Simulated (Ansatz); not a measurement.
Relaxed bulk Ga:

```cif
data_structure
_symmetry_space_group_name_H-M 'Cmce'
_symmetry_Int_Tables_number 64
_cell_length_a 4.4701
_cell_length_b 7.5973
_cell_length_c 4.4898
_cell_angle_alpha 90.000
_cell_angle_beta 90.000
_cell_angle_gamma 90.000
_cell_volume 152.48
loop_
_atom_site_label
_atom_site_type_symbol
_atom_site_symmetry_multiplicity
_atom_site_Wyckoff_symbol
_atom_site_fract_x
_atom_site_fract_y
_atom_site_fract_z
_atom_site_occupancy
Ga1 Ga 8 f 0.50000 0.34408 0.08325 1
```

Miller indices refer to the conventional cell of Cmce (No. 64), a = 4.470 Å, b = 7.597 Å, c = 4.490 Å, α = 90.00°, β = 90.00°, γ = 90.00°.

The (110) slab of 10 planes, 8.4 Å thick with 15 Å of vacuum as cut; outer planes Ga (top) and Ga (bottom).

Level of theory: Ansatz 0.2.0, DFT PBEsol, scalar-relativistic, plane waves, PAW. Cutoff 420 eV; k points 8×8×1 on the computed 10-atom cell (Γ-centred); Gaussian smearing, width 0.10 eV; no spin polarisation. The cell repeats along c with a dipole correction in the vacuum.

Results for the relaxed slab:

```json
{
 "Surface energy (mean of both faces)": "0.87 J/m²",
 "Work function": "4.08 eV"
}
```

Relaxation lowers the energy by 0.104 J/m² a face; the largest move is 0.747 Å.

```
plane (bottom to top) atoms spacing to next, bulk (Å) relaxed (Å) change (%)
                    1     Ga                      0.725        0.656        -9.6
                    2     Ga                      1.201        1.083        -9.8
                    3     Ga                      0.725        0.845       +16.5
                    4     Ga                      1.201        1.121        -6.7
                    5     Ga                      0.725        0.790        +8.9
                    6     Ga                      1.201        1.121        -6.7
                    7     Ga                      0.725        0.845       +16.5
                    8     Ga                      1.201        1.083        -9.8
                    9     Ga                      0.725        0.656        -9.6
                   10     Ga
```